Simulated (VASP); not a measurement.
Input of a VASP 6.6.1 run:

The input INCAR:

```
SYSTEM = Sc
ALGO     = Fast           ! electronic algorithm
EDIFF    = 1E-7           ! SCF threshold, eV
ENCUT    = 520            ! plane-wave cutoff, eV
ISIF     = 2              ! what is computed and relaxed
ISMEAR   = 0              ! smearing method
LASPH    = .True.         ! aspherical terms in the spheres
LCHARG   = .False.        ! write CHGCAR
LREAL    = .False.        ! projectors in reciprocal space
LWAVE    = .False.        ! write WAVECAR
NBANDS   = 12             ! bands
NELM     = 60             ! most SCF steps
PREC     = Accurate       ! precision mode
SIGMA    = 0.15           ! smearing width, eV
```

File KPOINTS:

```
k-points
0
Gamma
  18 18 18
  0 0 0
```

The input POSCAR:

```
Sc
1.0
    0.0000000000      2.2364425000      2.3386150000
    2.2364425000      0.0000000000      2.3386150000
    2.2364425000      2.2364425000      0.0000000000
Sc
1
Direct
    0.0000000000      0.0000000000      0.0000000000
```

Potentials or basis: VASP PAW LDA potentials, release 64 (Sc_sv).

The run is started by

```bash
$ cat potpaw_LDA.64/Sc_sv/POTCAR > POTCAR
$ mpirun -np 1 vasp_std > vasp.out
```

Predict the band gap on the k mesh.

none (metal or under the smearing width).

Predict the pressure.

-2.3 GPa.

Stress tensor (GPa, compression positive):
```
-1.84  0.00  0.00
 0.00 -1.84  0.00
 0.00  0.00 -3.35
```
